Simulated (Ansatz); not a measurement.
An input for Ansatz 0.2.0 (Si2Mo):

Contents of run.py:

```python
import json

import ase.io
import numpy as np
from ase.calculators.calculator import CalculationFailed, Calculator
from ase.stress import full_3x3_to_voigt_6_stress
from ase.units import GPa
from ase.eos import EquationOfState

import ansatz as az

class AnsatzCalculator(Calculator):
    implemented_properties = ["energy", "free_energy", "forces", "stress", "magmom"]

    def calculate(self, atoms, properties, system_changes):
        super().calculate(atoms, properties, system_changes)
        structure = atoms.copy()
        structure.set_constraint()
        structure.set_momenta(None)
        structure.set_masses(None)
        outcome = (
            az.Crystal.from_ase(structure)
            .calculation()
            .kpoints(12, 12, 12)
            .functional("lda")
            .pseudopotentials(kind="nc", source="spms", xc_functional="pbe")
            .scf(tolerance=2e-10)
            .occupations(method="fermi_dirac", width=0.025)
            .forces()
            .stress()
            .basis("400 K")
            .run(threads=2)
        )
        if not outcome.report["converged"]:
            raise CalculationFailed("SCF not converged")
        report = outcome.report
        self.results = {
            "free_energy": report["lagrangian_ev"],
            "energy": report["lagrangian_ev"],
            "forces": np.array(report["forces_ev_ang"]),
            "stress": -GPa * full_3x3_to_voigt_6_stress(report["stress_gpa"]),
            "magmom": report["magnetization_mub"],
        }

np.set_printoptions(precision=5, suppress=True, linewidth=110)
atoms = ase.io.read("Si2Mo.cif")
atoms.info.pop("occupancy", None)
atoms.calc = AnsatzCalculator()
cell = atoms.cell.copy()
volumes, energies = [], []
for x in (0.94, 0.96, 0.98, 1.0, 1.02, 1.04, 1.06):
    atoms.set_cell(cell * x ** (1 / 3), scale_atoms=True)
    volumes.append(atoms.get_volume() / len(atoms))
    energies.append(atoms.get_potential_energy() / len(atoms))
    print(f"x {x:.2f}  V = {volumes[-1]:.4f} A^3/atom  E = {energies[-1]:.6f} eV/atom  P = {-atoms.get_stress()[:3].mean() / GPa:.3f} GPa")
v0, e0, b0 = EquationOfState(volumes, energies, eos="birchmurnaghan").fit()
print(f"V0 = {v0:.4f} A^3/atom, E0 = {e0:.6f} eV/atom, B0 = {b0 / GPa:.2f} GPa")
```

The input Si2Mo.cif:

```cif
data_Si2Mo
_cell_length_a 4.53528723
_cell_length_b 4.53528723
_cell_length_c 4.53528723
_cell_angle_alpha 138.68398904
_cell_angle_beta 138.68398904
_cell_angle_gamma 59.85703600
_space_group_name_H-M_alt 'P1'
_space_group_name_Hall 'P 1'
_space_group_IT_number 1
loop_
_space_group_symop_operation_xyz
'x,y,z'
loop_
_atom_site_label
_atom_site_type_symbol
_atom_site_symmetry_multiplicity
_atom_site_Wyckoff_symbol
_atom_site_fract_x
_atom_site_fract_y
_atom_site_fract_z
_atom_site_occupancy
Mo1 Mo 1 a 0.0000000000 0.0000000000 0.0000000000 1
Si1 Si 1 a 0.6670000000 0.6670000000 0.0000000000 1
Si2 Si 1 a 0.3330000000 0.3330000000 0.0000000000 1
```

Potentials or basis: SPMS NC.

The run is started by

```bash
$ python run.py
```

Problem. How does this run end?

Solution. The run stopped without a result. It printed:

Output:

```text
Traceback (most recent call last):
  File "run.py", line 56, in <module>
  File "run.py", line 32, in calculate
  [frames inside libraries left out]
ansatz.errors.InputError: .basis: cutoff (an energy: a number in eV, or e.g. 30 * az.Ry) is a number, got '400 K'
```
